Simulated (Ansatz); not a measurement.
CuO: strain energy, fitted

CuO, Cccm, a = 4.164 Å, b = 4.176 Å, c = 5.151 Å. This isn't the usual stable structure of the compound. Ansatz: PBE, PAW, 420 eV, Γ-centred 8×8×8 mesh on 8 atoms, Gaussian smearing 0.10 eV; no spin polarisation. Series: biaxial strain in the a-b plane, c and atoms relaxed; x is the strain in per cent. y is the free energy over the unstrained cell, V0 = 11.197 Å³/atom.

```
x (%) y (meV/atom)
 -6.0             ?
 -4.0         21.68
 -2.0          5.34
  0.0          0.00
  2.0          5.20
  4.0         20.48
  6.0         45.38
```

Task: Fit y = c2 x² + c3 x³ to the other rows, turn c2 into a modulus, and predict the missing energy.

Result: Least squares on the rows shown. y = 1.3173 x² − 0.0094436 x³. In eV per unit strain² c2 is 13.17; M is the biaxial modulus (E = M V0 ε²): 13.17 × 160.2 / (11.197) = 188 GPa. At x = -6.0 the fit asked for gives 49.46 meV/atom. The run gave 49.69 meV/atom, so the fit is 0.23 meV/atom too low, 0.46 % of the span of the series, against an rms of 0.005 meV/atom on the fitted rows. The row lies outside the fitted range. With a term in x⁴ added, a fit to the same known rows predicts 49.43 meV/atom, no real gain.

Spin polarisation was left out, and a magnetic state may lie lower.